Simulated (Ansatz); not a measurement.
This run works on a generated trial structure, not on a known crystal.

Input and command of a plane-wave DFT calculation in Ansatz:

```yaml
crystal:
  lattice:
    - [-1.6231674305, 1.7652450351, 3.304238161]
    - [1.6231674305, -1.7652450351, 3.304238161]
    - [1.6231674305, 1.7652450351, -3.304238161]
  atoms:
    - { symbol: P, position: [0.1138884108, 0.3638884108, 0.75] }
    - { symbol: P, position: [0.8861115892, 0.6361115892, 0.25] }
basis:
  ecutwfc: 420
kpoints:
  mp_grid: { grid: [22, 22, 22] }
hamiltonian:
  xc: pbe
scf:
  occupations: { method: gaussian, width: 0.1 }
output:
  forces: true
  stress: true
  eigenvalues: true
relax:
  adjacent_minimum: "off"
  f_tol: 0.01
  max_steps: 80
  cell: { stress_tol: 0.05 }
```

```bash
ansatz run input.yaml --threads 1 --pin off --max-ram 2560MiB --backend cpu --events-out ev --progress --plain --runs-dir out
```

Processor: Arm Neoverse V1, 1 thread, on a host shared with other jobs.

**Question.** Estimate time, memory and problem size.

**Answer.** About 9.1 min, peak memory 0.91 GiB. It solves 9 bands at 1530 k points (after reduction by symmetry) with about 793 plane waves (on the last cell), in 65 SCF iterations over 14 ionic steps.
